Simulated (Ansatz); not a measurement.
Runs of Ansatz 0.2.0 on Tc. The structure is hexagonal, space group P6_3/mmc (No. 194). Conventional cell: a = 2.740 Å, b = 2.740 Å, c = 4.398 Å, α = 90.00°, β = 90.00°, γ = 120.00°. Around Tc (site symmetry -6m2) lie 12 Tc at 2.71 to 2.74 Å. 

| level | cell | target pressure (GPa) | gap on the mesh (eV) | pressure (GPa) | relaxed volume (Å³/atom) |
| --- | --- | --- | --- | --- | --- |
| PBEsol | relaxed to 2 GPa | 2 | none | 2.0 | - |
| PBEsol | relaxed to 30 GPa | 30 | none | 30.0 | - |
| PBEsol+D3(BJ) | relaxed | - | none | 0.0 | 13.69 |
| PBEsol | relaxed | 0 | none | 0.0 | 14.00 |
| PBEsol | relaxed | - | none | 0.0 | 14.00 |
| PBEsol | relaxed to 10 GPa | 10 | none | 10.0 | - |
| PBEsol | relaxed to 5 GPa | 5 | none | 5.0 | - |
| PBEsol+D4 | relaxed | - | none | 0.0 | (a) |

Alike in all rows: task relaxation of cell and atoms; potentials or basis Ansatz PAW earlier set; no spin polarisation; k mesh 11 × 11 × 6; cutoff (eV) 500; smearing fermi-dirac 0.05 eV.

Estimate the missing entries.

(a) 13.84.

Caveats: the plane-wave basis is chosen anew once the cell has moved, so the energies of steps on either side of that aren't comparable; the PAW data sets come from PBE, with cores solved anew for the run's functional, which leaves a small shift of forces and pressure; pairwise dispersion overbinds metals, which lowers pressure and volume (some runs).

A k mesh can miss the band edges, and the runs leave out spin-orbit coupling on Tc.

A gap of «none» marks a metal or a gap under the smearing width.
